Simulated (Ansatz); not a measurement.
# TiSi: clamped-ion strain scan

Level of theory: DFT PBEsol, scalar-relativistic, plane waves, PAW (Ansatz 0.2.0). The runs took a 420 eV cutoff, a Γ-centred 6×12×8 mesh and Gaussian smearing (0.15 eV). No spin polarisation. Energies are free energies at this smearing, counted from the undisturbed cell; pressure is positive in compression.

Zero of the scan (relaxed at this level; it needn't be the usual structure):

```
CELL_PARAMETERS angstrom
6.45181 0.00000 0.00000
0.00000 3.62244 0.00000
0.00000 0.00000 4.96380
ATOMIC_POSITIONS crystal
Ti 0.67611 0.25000 0.37059
Ti 0.32389 0.75000 0.62941
Ti 0.82389 0.75000 0.87059
Ti 0.17611 0.25000 0.12941
Si 0.54412 0.25000 0.85363
Si 0.45588 0.75000 0.14637
Si 0.95588 0.75000 0.35363
Si 0.04412 0.25000 0.64637
```

The cell is strained by ε times the Voigt pattern (0, 0, 1, 0, 0, 0) (xx, yy, zz, yz, xz, xy; engineering shear) with fractional coordinates fixed. The cell is metallic on the mesh throughout.

```csv
ε,ΔE (meV/atom)
-0.1000,218.5
-0.0750,114.6
-0.0500,47.5
-0.0250,11.1
0.0000,0.0
0.0250,9.4
0.0500,35.2
0.0750,73.6
0.0875,96.7
0.1000,121.7
```

Problem. Predict the pressure (GPa) at each point.

Solution.
```csv
ε,pressure (GPa)
-0.1000,24.3
-0.0750,16.5
-0.0500,9.9
-0.0250,4.5
0.0000,0.0
0.0250,-3.7
0.0500,-6.7
0.0750,-9.1
0.0875,-10.1
0.1000,-11.0
```